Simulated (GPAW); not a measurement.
BN: equation of state with r2SCAN

BN:

```
N B
1.0
     0.00000    1.81300    1.81300
     1.81300    0.00000    1.81300
     1.81300    1.81300    0.00000
N B
1 1
Direct
  0.25000 0.25000 0.25000
  0.00000 0.00000 0.00000
```

The cell is a database's computed one.

| Property | Result |
| --- | --- |
| Program | GPAW 26.7.0 |
| Task | equation of state |
| Functional | r2SCAN |
| Potentials or basis | GPAW PAW data sets (gpaw-data 1.2.1) |
| Cutoff | 800 eV |
| Basis | pw |
| k mesh | 13 × 13 × 13 |
| Occupations | fermi-dirac, width 0.05 eV |
| Spin | no spin polarisation |
| Maxiter | 150 |
| Eos scales | [0.94, 0.96, 0.98, 1.0, 1.02, 1.04, 1.06] |

```yaml
Equilibrium_volume: "5.88 Å³/atom (rough: see the caveat)"
Bulk_modulus: 390 GPa (rough)
```

Energy against volume, from the lowest point:
```csv
volume (Å³/atom),energy (meV/atom)
5.602,17.12
5.721,5.25
5.840,0.00
5.959,0.95
6.078,7.36
6.198,18.77
6.317,34.82
```

Wall time 4.5 min on 1 thread of Arm Neoverse V2, with other jobs on the host, peak memory 0.35 GiB.

Caveat: the points scatter about the fit; the PAW data sets were made with another functional, which shifts forces and pressure a little.
